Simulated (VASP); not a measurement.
# CdSe (Fm-3m) in VASP: further runs

Aim: see how the results for CdSe move with the level of theory and the settings. Levels: PBEsol, RPBE. Tasks: relaxation of cell and atoms, single point.

Program: VASP 6.6.1. These are calculated values, not measurements. Logs are shortened: lines on timing, memory, paths and dates and some standing lists are left out, and cuts for length are marked.

## Step 1: Starting point

It takes space group Fm-3m (No. 225, cubic). The conventional cell has a = 5.748 Å, b = 5.748 Å, c = 5.748 Å, α = 90.00°, β = 90.00°, γ = 90.00°. Cd (site symmetry m-3m) is surrounded by 6 Se at 2.87 Å. Around Se (site symmetry m-3m) lie 6 Cd at 2.87 Å.

Measurements of this composition are mostly on another form, of space group No. 186.

## Step 2: Relaxation of cell and atoms, PBEsol

Input file INCAR:

```
SYSTEM = CdSe
  PREC = Accurate
  ENCUT = 600
  EDIFF = 1E-7
  ISMEAR = 0
  SIGMA = 0.1
  LREAL = .FALSE.
  LASPH = .TRUE.
  NELM = 80
  ALGO = Normal
  ISIF = 3
  LWAVE = .FALSE.
  LCHARG = .FALSE.
  GGA = PS
  IBRION = 2
  NSW = 90
  EDIFFG = -0.005
```

Input file KPOINTS:

```
Automatic mesh
0
G
  4 4 4
  0 0 0
```

Input file POSCAR:

```
CdSe
1.0
    0.0000000000      2.8739580000      2.8739580000
    2.8739580000      0.0000000000      2.8739580000
    2.8739580000      2.8739580000      0.0000000000
Cd Se
1 1
Direct
    0.0000000000      0.0000000000      0.0000000000
    0.5000000000      0.5000000000      0.5000000000
```

Potentials or basis: VASP PAW PBE potentials, release 64 (Cd, Se).

Started as:

```bash
cat potpaw_PBE.64/Cd/POTCAR potpaw_PBE.64/Se/POTCAR > POTCAR
mpirun -np 1 vasp_std > vasp.out
```

OUTCAR:

```text
SYSTEM = CdSe
   PREC = Accurate
   ENCUT = 600
   EDIFF = 1E-7
   ISMEAR = 0
   LREAL = .FALSE.
   LASPH = .TRUE.
   NELM = 80
   ISIF = 3
   GGA = PS
   IBRION = 2
   NSW = 90
   EDIFFG = -0.005

 ion  position               nearest neighbor table
   1  0.000  0.000  0.000-   2 2.87   2 2.87   2 2.87   2 2.87   2 2.87   2 2.87
   2  0.500  0.500  0.500-   1 2.87   1 2.87   1 2.87   1 2.87   1 2.87   1 2.87

  LATTYP: Found a face centered cubic cell.
 ALAT       =     5.7479160000

  Lattice vectors:

 A1 = (   0.0000000000,   2.8739580000,   2.8739580000)
 A2 = (   2.8739580000,   0.0000000000,   2.8739580000)
 A3 = (   2.8739580000,   2.8739580000,   0.0000000000)

Analysis of symmetry for initial positions (statically):
=====================================================================
 Subroutine PRICEL returns:
 Original cell was already a primitive cell.

 Routine SETGRP: Setting up the symmetry group for a
 face centered cubic supercell.

 Subroutine GETGRP returns: Found 48 space group operations
 (whereof 48 operations were pure point group operations)
 out of a pool of 48 trial point group operations.

The static configuration has the point symmetry O_h .

Analysis of symmetry for dynamics (positions and initial velocities):
=====================================================================
 Subroutine PRICEL returns:
 Original cell was already a primitive cell.

 Routine SETGRP: Setting up the symmetry group for a
 face centered cubic supercell.

 Subroutine GETGRP returns: Found 48 space group operations
 (whereof 48 operations were pure point group operations)
 out of a pool of 48 trial point group operations.

The dynamic configuration has the point symmetry O_h .

 Subroutine INISYM returns: Found 48 space group operations
 (whereof 48 operations are pure point group operations),
 and found     1 'primitive' translations

----------------------------------------------------------------------------------------

                                     Primitive cell

  volume of cell :      47.4757

  direct lattice vectors                    reciprocal lattice vectors
     0.000000000  2.873958000  2.873958000    -0.173976098  0.173976098  0.173976098
     2.873958000  0.000000000  2.873958000     0.173976098 -0.173976098  0.173976098
     2.873958000  2.873958000  0.000000000     0.173976098  0.173976098 -0.173976098

  length of vectors
     4.064390381  4.064390381  4.064390381     0.301335442  0.301335442  0.301335442

  position of ions in fractional coordinates (direct lattice)
     0.000000000  0.000000000  0.000000000
     0.500000000  0.500000000  0.500000000

  ion indices of the primitive-cell ions
   primitive index   ion index
                 1           1
                 2           2

----------------------------------------------------------------------------------------

 KPOINTS: Automatic mesh

Automatic generation of k-mesh.
 Grid dimensions read from file:
 generate k-points for:    4    4    4

 Generating k-lattice:

  Cartesian coordinates                     Fractional coordinates (reciprocal lattice)
    -0.043494025  0.043494025  0.043494025     0.250000000  0.000000000  0.000000000
     0.043494025 -0.043494025  0.043494025     0.000000000  0.250000000  0.000000000
     0.043494025  0.043494025 -0.043494025     0.000000000  0.000000000  0.250000000

  Length of vectors
     0.075333860  0.075333860  0.075333860

  Shift w.r.t. Gamma in fractional coordinates (k-lattice)
     0.000000000  0.000000000  0.000000000

 Subroutine IBZKPT returns following result:
 ===========================================

 Found      8 irreducible k-points:

 Following reciprocal coordinates:
            Coordinates               Weight
  0.000000  0.000000  0.000000      1.000000
  0.250000  0.000000  0.000000      8.000000
  0.500000  0.000000  0.000000      4.000000
  0.250000  0.250000  0.000000      6.000000
  0.500000  0.250000  0.000000     24.000000
 -0.250000  0.250000  0.000000     12.000000
  0.500000  0.500000  0.000000      3.000000
 -0.250000  0.500000  0.250000      6.000000
   k-points           NKPTS =      8   k-points in BZ     NKDIM =      8   number of bands    NBANDS=     13
   number of dos      NEDOS =    301   number of ions     NIONS =      2
   total plane-waves  NPLWV =  32768
   dimension x,y,z NGX =    32 NGY =   32 NGZ =   32
   dimension x,y,z NGXF=    64 NGYF=   64 NGZF=   64
   ions per type =               1   1
   NGX,Y,Z   is equivalent  to a cutoff of  13.09, 13.09, 13.09 a.u.
   NGXF,Y,Z  is equivalent  to a cutoff of  26.18, 26.18, 26.18 a.u.
 SYSTEM =  CdSe
   PREC   = accura    normal or accurate (medium, high low for compatibility)
   ISTART =      0    job   : 0-new  1-cont  2-samecut
   ICHARG =      2    charge: 1-file 2-atom 10-const
   ISPIN  =      1    spin polarized calculation?
   LNONCOLLINEAR =      F non collinear calculations
   LSORBIT =      F    spin-orbit coupling
[... 60 lines left out ...]
  -------------------------------------------------------------------------------------
  Total       -0.9048054     -0.9048054     -0.9048054     -0.0000000      0.0000000     -0.0000000
  in kB      -30.5347590    -30.5347590    -30.5347590     -0.0000000      0.0000000     -0.0000000
  external PRESSURE =     -30.5347590 kB  Pullay stress =       0.0000000 kB

 VOLUME and BASIS-vectors are now :
 -----------------------------------------------------------------------------
  energy-cutoff  :      600.00
  volume of cell :       47.48
      direct lattice vectors                 reciprocal lattice vectors
     0.000000000  2.873958000  2.873958000    -0.173976098  0.173976098  0.173976098
     2.873958000  0.000000000  2.873958000     0.173976098 -0.173976098  0.173976098
     2.873958000  2.873958000  0.000000000     0.173976098  0.173976098 -0.173976098

 POSITION                                       TOTAL-FORCE (eV/Angst)
 -----------------------------------------------------------------------------------
      0.00000      0.00000      0.00000        -0.000000     -0.000000     -0.000000
      2.87396      2.87396      2.87396         0.000000      0.000000      0.000000
 -----------------------------------------------------------------------------------
    total drift:                                0.000000     -0.000000     -0.000000

  FREE ENERGIE OF THE ION-ELECTRON SYSTEM (eV)
  ---------------------------------------------------
  free  energy   TOTEN  =        -5.8863389671 eV
[... 17 lines left out ...]
 VOLUME and BASIS-vectors are now :
 -----------------------------------------------------------------------------
  energy-cutoff  :      600.00
  volume of cell :       44.43
      direct lattice vectors                 reciprocal lattice vectors
    -0.000000000  2.811233562  2.811233562    -0.177857865  0.177857865  0.177857865
     2.811233562  0.000000000  2.811233562     0.177857865 -0.177857865  0.177857865
     2.811233562  2.811233562 -0.000000000     0.177857865  0.177857865 -0.177857865

 POSITION                                       TOTAL-FORCE (eV/Angst)
 -----------------------------------------------------------------------------------
      2.81123      5.62247      2.81123        -0.000000      0.000000      0.000000
      2.81123      2.81123      2.81123         0.000000     -0.000000     -0.000000
 -----------------------------------------------------------------------------------
    total drift:                               -0.000000     -0.000000     -0.000000

  FREE ENERGIE OF THE ION-ELECTRON SYSTEM (eV)
  ---------------------------------------------------
  free  energy   TOTEN  =        -5.9091315755 eV

  energy  without entropy=       -5.9022058740  energy(sigma->0) =       -5.90566872

--------------------------------------- Ionic step        3  -------------------------------------------

 number of electron      18.0000002 magnetization

 Free energy of the ion-electron system (eV)
  ---------------------------------------------------
  ext. energy  EPLUGINS =         0.00000000
  ---------------------------------------------------
  free energy    TOTEN  =        -5.91110082 eV

  energy without entropy =       -5.90409410  energy(sigma->0) =       -5.90759746

 E-fermi :   2.5980     XC(G=0): -10.4316

 val. band max:        2.5744552634   @ k =   0.5000   0.0000   0.0000
 cond. band min:       2.7886388468   @ k =   0.0000   0.0000   0.0000
 fundamental gap:      0.2141835834
 Fermi energy:         2.5980169759

 k-point     1 :       0.0000    0.0000    0.0000
  band No.  band energies     occupation
      1     -10.6371      2.00000
      2      -5.3655      2.00000
      3      -5.3655      2.00000
      4      -5.3468      2.00000
      5      -5.3468      2.00000
      6      -5.3468      2.00000
      7       1.9129      2.00000
      8       1.9129      2.00000
      9       1.9129      2.00000
     10       2.7886      0.00702
     11      11.2287      0.00000
     12      11.2287      0.00000
     13      11.2287      0.00000

 k-point     2 :       0.2500    0.0000    0.0000
  band No.  band energies     occupation
      1     -10.1813      2.00000
      2      -5.4989      2.00000
      3      -5.4989      2.00000
      4      -5.4050      2.00000
      5      -5.2671      2.00000
      6      -5.2671      2.00000
      7      -1.1108      2.00000
      8       2.2123      2.00000
      9       2.2123      2.00000
     10       5.4086      0.00000
     11       8.9095      0.00000
     12       9.2901      0.00000
     13       9.2901      0.00000
[... 107 lines left out ...]
 VOLUME and BASIS-vectors are now :
 -----------------------------------------------------------------------------
  energy-cutoff  :      600.00
  volume of cell :       45.06
      direct lattice vectors                 reciprocal lattice vectors
    -0.000000000  2.824283450  2.824283450    -0.177036055  0.177036055  0.177036055
     2.824283450  0.000000000  2.824283450     0.177036055 -0.177036055  0.177036055
     2.824283450  2.824283450 -0.000000000     0.177036055  0.177036055 -0.177036055

 POSITION                                       TOTAL-FORCE (eV/Angst)
 -----------------------------------------------------------------------------------
      0.00000      0.00000      0.00000         0.000000      0.000000     -0.000000
      2.82428      2.82428      2.82428        -0.000000     -0.000000      0.000000
 -----------------------------------------------------------------------------------
    total drift:                                0.000000     -0.000000     -0.000000

  FREE ENERGIE OF THE ION-ELECTRON SYSTEM (eV)
  ---------------------------------------------------
  free  energy   TOTEN  =        -5.9111008154 eV

  energy  without entropy=       -5.9040940997  energy(sigma->0) =       -5.90759746

 reached required accuracy - stopping structural energy minimisation
```

Run time: 11 s. Hardware: 1 thread of AMD EPYC 9R45 (Zen 5), shared host; peak memory 0.15 GiB.

Results:

- Free energy: -5.9111 eV
- Relaxed volume: 22.53 Å³/atom
- Relaxed cell: a = 3.994 Å, b = 3.994 Å, c = 3.994 Å, α = 60.00°, β = 60.00°, γ = 60.00°
- Space group after relaxing (to 0.05 Å): Fm-3m (No. 225)
- Energy gained by relaxing: 12.4 meV/atom
- Ionic steps: 3
- Pressure after relaxing: 0.0 GPa
- Band gap on the k mesh: none (metal or under the smearing width)

Step by step:
| step | energy change (eV) | largest force (eV/Å) | pressure (GPa) | volume (Å³) |
| --- | --- | --- | --- | --- |
| 1 | 0.0000 | 0.0000 | -3.05 | 47.48 |
| 2 | -0.0228 | 0.0000 | 1.03 | 44.43 |
| 3 | -0.0248 | 0.0000 | 0.01 | 45.06 |

Final structure:
```
CELL_PARAMETERS angstrom
0.00000 2.82428 2.82428
2.82428 0.00000 2.82428
2.82428 2.82428 0.00000
ATOMIC_POSITIONS crystal
Cd 0.00000 0.00000 0.00000
Se 0.50000 0.50000 0.50000
```

Levels at points of the mesh, in eV from the Fermi level:
```tsv
k point	band 6	band 7	band 8	band 9	band 10	band 11	band 12	band 13
(0.00, 0.00, 0.00)	-7.94	-0.69	-0.69	-0.69	0.19	8.63	8.63	8.63
(0.50, 0.00, 0.00)	-7.78	-5.22	-0.02	-0.02	2.88	5.18	5.18	6.28
(0.50, 0.50, 0.00)	-7.16	-4.46	-2.26	-2.26	-0.54	5.30	9.99	10.60
```

Caveat: the k mesh is coarse (spacing up to 0.47 Å⁻¹), so the values aren't converged; the PAW data sets were made with another functional, which shifts forces and pressure a little.

## Step 3: Single point, PBEsol

Input file INCAR:

```
SYSTEM = CdSe
ALGO = Normal
EDIFF = 1E-6
ENCUT = 520
GGA = PS
ISIF = 2
ISMEAR = 0
LASPH = .TRUE.
LCHARG = .TRUE.
LELF = .TRUE.
LREAL = .FALSE.
LVHAR = .TRUE.
LWAVE = .FALSE.
NBANDS = 16
NELM = 80
PREC = Accurate
SIGMA = 0.1
```

Input file KPOINTS:

```
k-points
0
G
  12 12 12
  0 0 0
```

POSCAR is that of step 2.

Potentials or basis: VASP PAW PBE potentials, release 64 (Cd, Se).

Started as:

```bash
cat potpaw_PBE.64/Cd/POTCAR potpaw_PBE.64/Se/POTCAR > POTCAR
mpirun -np 1 vasp_std > vasp.out
```

Run time: 26 s. Hardware: 1 thread of AMD EPYC 9R45 (Zen 5), shared host; peak memory 0.18 GiB.

Results (log left out):

* Free energy: -5.9617 eV
* Pressure: -3.5 GPa
* Band gap on the k mesh: none (metal or under the smearing width)

Levels at points of the mesh, in eV from the Fermi level:
| k point | band 7 | band 8 | band 9 | band 10 | band 11 | band 12 |
| --- | --- | --- | --- | --- | --- | --- |
| (0.00, 0.00, 0.00) | -0.62 | -0.62 | -0.62 | -0.04 | 8.57 | 8.57 |
| (0.50, 0.00, 0.00) | -4.98 | -0.06 | -0.06 | 2.89 | 5.18 | 5.18 |
| (0.50, 0.50, 0.00) | -4.14 | -2.08 | -2.08 | -0.54 | 5.35 | 9.59 |

Caveat: the PAW data sets were made with another functional, which shifts forces and pressure a little.

## Step 4: Relaxation of cell and atoms, PBEsol

Input file INCAR:

```
SYSTEM = CdSe
  PREC = Accurate
  ENCUT = 580
  EDIFF = 1E-7
  ISMEAR = 0
  SIGMA = 0.1
  LREAL = .FALSE.
  LASPH = .TRUE.
  NELM = 80
  ALGO = Normal
  ISIF = 3
  LWAVE = .FALSE.
  LCHARG = .FALSE.
  GGA = PS
  IBRION = 2
  NSW = 90
  EDIFFG = -0.005
```

Input file KPOINTS:

```
Automatic mesh
0
G
  12 12 12
  0 0 0
```

POSCAR is that of step 3.

Started as:

```bash
cat potpaw_PBE.64/Cd/POTCAR potpaw_PBE.64/Se/POTCAR > POTCAR
mpirun -np 1 vasp_std > vasp.out
```

Wall time 53 s (1 thread of AMD EPYC 9R45 (Zen 5), shared host); peak memory 0.19 GiB.

The run converged. Its results:

```
Free energy                            : -5.9934 eV
Relaxed volume                         : 22.40 Å³/atom
Relaxed cell                           : a = 3.986 Å, b = 3.986 Å, c = 3.986 Å, α = 60.00°, β = 60.00°, γ = 60.00°
Space group after relaxing (to 0.05 Å) : Fm-3m (No. 225)
Energy gained by relaxing              : 15.9 meV/atom
Ionic steps                            : 3
Pressure after relaxing                : 0.0 GPa
Band gap on the k mesh                 : none (metal or under the smearing width)
```

Step by step:
```
step  energy change (eV)  largest force (eV/Å)  pressure (GPa)  volume (Å³)
   1              0.0000                0.0000           -3.58        47.48
   2             -0.0279                0.0000            1.47        43.93
   3             -0.0318                0.0000            0.00        44.79
```

Final structure:
```
CELL_PARAMETERS angstrom
0.00000 2.81874 2.81874
2.81874 0.00000 2.81874
2.81874 2.81874 0.00000
ATOMIC_POSITIONS crystal
Cd 0.00000 0.00000 0.00000
Se 0.50000 0.50000 0.50000
```

Levels at points of the mesh, in eV from the Fermi level:
| k point | band 5 | band 6 | band 7 | band 8 | band 9 | band 10 | band 11 | band 12 | band 13 |
| --- | --- | --- | --- | --- | --- | --- | --- | --- | --- |
| (0.00, 0.00, 0.00) | -7.98 | -7.98 | -0.72 | -0.72 | -0.72 | 0.19 | 8.62 | 8.62 | 8.62 |
| (0.50, 0.00, 0.00) | -7.81 | -7.81 | -5.28 | -0.05 | -0.05 | 2.85 | 5.16 | 5.16 | 6.30 |
| (0.50, 0.50, 0.00) | -7.75 | -7.19 | -4.52 | -2.30 | -2.30 | -0.56 | 5.27 | 10.01 | 10.62 |

Caveat: the PAW data sets were made with another functional, which shifts forces and pressure a little.

## Step 5: Relaxation of cell and atoms, RPBE

INCAR, as its differences from that of step 4:

```diff
@@ -2,3 +2,3 @@
   PREC = Accurate
-  ENCUT = 580
+  ENCUT = 600
   EDIFF = 1E-7
@@ -13,3 +13,3 @@
   LCHARG = .FALSE.
-  GGA = PS
+  GGA = RP
   IBRION = 2
```

KPOINTS is that of step 4.

POSCAR is that of step 4.

Started as:

```bash
cat potpaw_PBE.64/Cd/POTCAR potpaw_PBE.64/Se/POTCAR > POTCAR
mpirun -np 1 vasp_std > vasp.out
```

It took 53 s on 1 thread of AMD EPYC 9R45 (Zen 5), shared host; peak memory 0.2 GiB.

The run converged. Its results:

- Free energy: -4.4950 eV
- Relaxed volume: 24.65 Å³/atom
- Relaxed cell: a = 4.116 Å, b = 4.116 Å, c = 4.116 Å, α = 60.00°, β = 60.00°, γ = 60.00°
- Space group after relaxing (to 0.05 Å): Fm-3m (No. 225)
- Energy gained by relaxing: 6.0 meV/atom
- Ionic steps: 3
- Pressure after relaxing: 0.0 GPa
- Band gap on the k mesh: none (metal or under the smearing width)

Step by step:
| step | energy change (eV) | largest force (eV/Å) | pressure (GPa) | volume (Å³) |
| --- | --- | --- | --- | --- |
| 1 | 0.0000 | 0.0000 | 2.18 | 47.48 |
| 2 | -0.0114 | 0.0000 | -0.43 | 49.73 |
| 3 | -0.0120 | 0.0000 | 0.01 | 49.31 |

Final structure:
```yaml
crystal:
  lattice:
    - [0.00000, 2.91043, 2.91043]
    - [2.91043, 0.00000, 2.91043]
    - [2.91043, 2.91043, 0.00000]
  atoms:
    - { symbol: Cd, position: [0.00000, 0.00000, 0.00000] }
    - { symbol: Se, position: [0.50000, 0.50000, 0.50000] }
```

Levels at points of the mesh, in eV from the Fermi level:
| k point | band 7 | band 8 | band 9 | band 10 | band 11 | band 12 |
| --- | --- | --- | --- | --- | --- | --- |
| (0.00, 0.00, 0.00) | -0.59 | -0.59 | -0.59 | 0.02 | 8.59 | 8.59 |
| (0.50, 0.00, 0.00) | -4.74 | -0.11 | -0.11 | 3.10 | 5.30 | 5.30 |
| (0.50, 0.50, 0.00) | -3.85 | -1.94 | -1.94 | -0.39 | 5.53 | 9.50 |

Caveat: the PAW data sets were made with another functional, which shifts forces and pressure a little.

## Step 6: Summary

| task | level | cell | k mesh | cutoff (eV) | mesh quality | gap on the mesh (eV) | pressure (GPa) | relaxed volume (Å³/atom) |
| --- | --- | --- | --- | --- | --- | --- | --- | --- |
| relaxation of cell and atoms | PBEsol | relaxed | 4 × 4 × 4 | 600 | coarse | none | 0.0 | 22.53 |
| single point | PBEsol | as given | 12 × 12 × 12 | 520 | not flagged | none | -3.5 | - |
| relaxation of cell and atoms | PBEsol | relaxed | 12 × 12 × 12 | 580 | not flagged | none | 0.0 | 22.40 |
| relaxation of cell and atoms | RPBE | relaxed | 12 × 12 × 12 | 600 | not flagged | none | 0.0 | 24.65 |

Alike in all rows: potentials or basis VASP PAW PBE potentials, release 64 (Cd, Se); no spin polarisation; smearing gaussian 0.1 eV.

Caveats: some runs use coarse meshes; the PAW data sets were made with another functional, which shifts forces and pressure a little.

Absolute energies hang on the potentials; compare differences alone.
